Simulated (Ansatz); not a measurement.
input.yaml

```yaml
crystal:
  lattice:
    - [3.8811212815, 0.0, 0.0]
    - [-1.9405606407, 3.3611496249, 0.0]
    - [0.0, 0.0, 2.6292516529]
  atoms:
    - { symbol: Cu, position: [0.0, 0.0, 0.0] }
    - { symbol: Cu, position: [0.33333333, 0.66666667, 0.5] }
    - { symbol: Cu, position: [0.66666667, 0.33333333, 0.5] }
basis:
  ecutwfc: 420
kpoints:
  mp_grid: { grid: [12, 12, 16] }
hamiltonian:
  xc: pbe
scf:
  occupations: { method: gaussian, width: 0.1 }
output:
  forces: true
  stress: true
  eigenvalues: true
```

Run as
```bash
ansatz run input.yaml --threads 1 --pin off --max-ram 1331MiB --backend cpu --events-out ev --progress --plain --runs-dir out
```

Method: DFT PBE, scalar-relativistic, plane waves, PAW in Ansatz.

From the run's log, abridged:

```
Pseudopotentials: kind: paw
Pseudopotential: Cu, paw, valence charge 19, recommended cutoff 420 eV (normal)
Functional definition: PBE
Crystal: 3 atoms, lattice volume = 34.299 Å³
Basis set: ecut = 420 eV, 681 PW (Γ), exchange–correlation on 54×54×36 points (8 copies of the dense FFT grid, shifted against one another)
Bands: 35, of which v1, the nominal top of the filled ones, is band 29 counted from 1 (28 counted from 0)
Symmetry: 24 space group operations
Space group: P6/mmm (ITA 191), of the structure as read, at distance tolerance 3.2e-5 Å
k-points: 171 of 2304
Initial density: superposition of atomic densities (neutral atoms: chi_scale 0, normalization atom), corrected by the library's trained network
Initial wavefunctions: pseudopotential atomic-orbital guess
Functional: x = pbe(κ = 0.804, μ = 0.21951497), c = pbe(β = 0.06672455)
SCF iter   1: F=—  HF=-19874.981116 eV  |F-HF|=—  |Δ(HF+E_count)|=         —  Δρ=2.49e-3  dr2=1.34e-3  ethr=1.77e-3  ⟨swp⟩=5.3  Hψ=19964  notcnv=0  defer=74
SCF iter   2: F=—  HF=-19874.981518 eV  |F-HF|=—  |Δ(HF+E_count)|=   4.01e-4  Δρ=1.65e-3  dr2=7.81e-4  ethr=2.35e-6  ⟨swp⟩=2.1  Hψ=10956  notcnv=0  defer=74
SCF iter   3: F=—  HF=-19874.981452 eV  |F-HF|=—  |Δ(HF+E_count)|=   6.56e-5  Δρ=7.23e-4  dr2=8.97e-5  ethr=1.37e-6  ⟨swp⟩=2.0  Hψ=8465  notcnv=0  defer=74
SCF iter   4: F=—  HF=-19874.981404 eV  |F-HF|=—  |Δ(HF+E_count)|=   4.81e-5  Δρ=1.42e-4  dr2=4.03e-6  ethr=1.57e-7  ⟨swp⟩=2.0  Hψ=10134  notcnv=0  defer=74
SCF iter   5: F=-19874.981404 eV  HF=-19874.981404 eV  |F-HF|=5.15e-9  |Δ(HF+E_count)|=   2.75e-7  Δρ=2.35e-5  dr2=8.50e-8  ethr=7.07e-9  ⟨swp⟩=2.5  Hψ=8452  notcnv=0  defer=74
SCF iter   6: F=-19874.981404 eV  HF=-19874.981404 eV  |F-HF|=5.53e-9  |Δ(HF+E_count)|=   4.01e-8  Δρ=4.24e-6  dr2=3.11e-9  ethr=1.49e-10  ⟨swp⟩=6.3  Hψ=25126  notcnv=0
SCF 1 converged in 6 iterations: F = -19874.981404 eV  dr2 = 3.11e-9
SCF converged after 6 iterations
Free energy (F): -19874.981404 eV
Harris-Foulkes:  -19874.981404 eV  (|F-HF|=5.53e-9)
Internal energy: -19874.976097 eV  (E = F + TS)
E sigma→0 (E₀):  -19874.978751 eV
Entropy (-TS):   -0.005306 eV (-1.769 meV/atom)
Fermi energy:    17.463597 eV
--- Per-component energies (eV) ---
  E_band       = -1044.004777
  E_kinetic    = 902.296855
  E_local      = -12055.128825  (includes V_loc(G=0)·N_el)
  E_nonlocal   = 1169.547533
  E_hartree    = 5320.903966
  E_xc         = -269.928845
  E_vxc        = -348.432903  (∫ρ·V_xc dr)
  E_paw        = -4987.928661  (= ΣΔE_a)
  E_vpaw       = -1354.090531  (= ΣTr[D̂ρ^β])
  E_aug_tail   = 0.000675  (compensation charges beyond the density's cutoff)
  E_ewald      = -9954.738794
  E_smearing   = -0.005306  (= −TS)
--- Forces (eV/Å), atoms counted from 1 ---
  atom   1  Cu     0.00000000     0.00000000     0.00000000
  atom   2  Cu     0.00000000     0.00000000     0.00000000
  atom   3  Cu     0.00000000     0.00000000     0.00000000
--- Stress (GPa, compression-positive) ---
       21.544175       0.000000       0.000000
        0.000000      21.544175       0.000000
        0.000000       0.000000      -2.875230
  P = ⅓ Tr σ = 13.4044 GPa (134.044 kbar)
--- Band table (eV; the first three rows and the last of 171) ---
  k-point 0: bands = ["-95.2288", "-95.1864", "-95.1297", "-52.7069", "-52.7069", "-52.5618", "-52.5618", "-52.5086", "-52.4860", "-52.4860", "-52.4648", "-52.4640", "7.8259", "12.8057", "13.6925", "13.6925", "13.7804", "13.7804", "14.3392", "14.6079", "14.6440", "14.6440", "14.6828", "14.6828", "14.7725", "14.7725", "15.9378", "15.9378", "23.0344", "23.0344", "23.0646", "23.0646", "25.1653", "25.3474", "28.9418"]
  k-point 1: bands = ["-95.2286", "-95.1863", "-95.1296", "-52.7067", "-52.7067", "-52.5611", "-52.5611", "-52.5099", "-52.4864", "-52.4864", "-52.4662", "-52.4659", "7.9144", "12.8368", "13.6555", "13.6555", "13.7383", "13.7383", "14.3977", "14.5006", "14.5006", "14.6421", "14.7935", "14.7935", "14.8547", "14.8547", "15.9279", "15.9279", "23.1128", "23.1128", "23.1604", "23.1604", "25.2030", "25.3713", "28.0527"]
  k-point 2: bands = ["-95.2282", "-95.1860", "-95.1294", "-52.7063", "-52.7063", "-52.5594", "-52.5594", "-52.5134", "-52.4874", "-52.4874", "-52.4712", "-52.4704", "8.1772", "12.9228", "13.5492", "13.5492", "13.6296", "13.6296", "14.3904", "14.3904", "14.5669", "14.7433", "14.8399", "14.8399", "15.0475", "15.0475", "15.9031", "15.9031", "23.3448", "23.3448", "23.4434", "23.4434", "25.2999", "25.4433", "26.2697"]
  k-point 170: bands = ["-95.2043", "-95.2043", "-95.1273", "-52.7257", "-52.6229", "-52.6229", "-52.5360", "-52.5360", "-52.5249", "-52.5095", "-52.4845", "-52.4845", "12.3982", "13.0064", "13.1112", "13.1112", "13.5720", "13.5720", "14.1856", "14.1856", "14.6173", "14.6173", "15.3241", "15.6825", "15.9414", "15.9414", "16.0561", "17.5367", "19.7380", "19.7380", "20.9726", "20.9726", "22.1493", "31.5827", "32.4067"]
```

The run converged.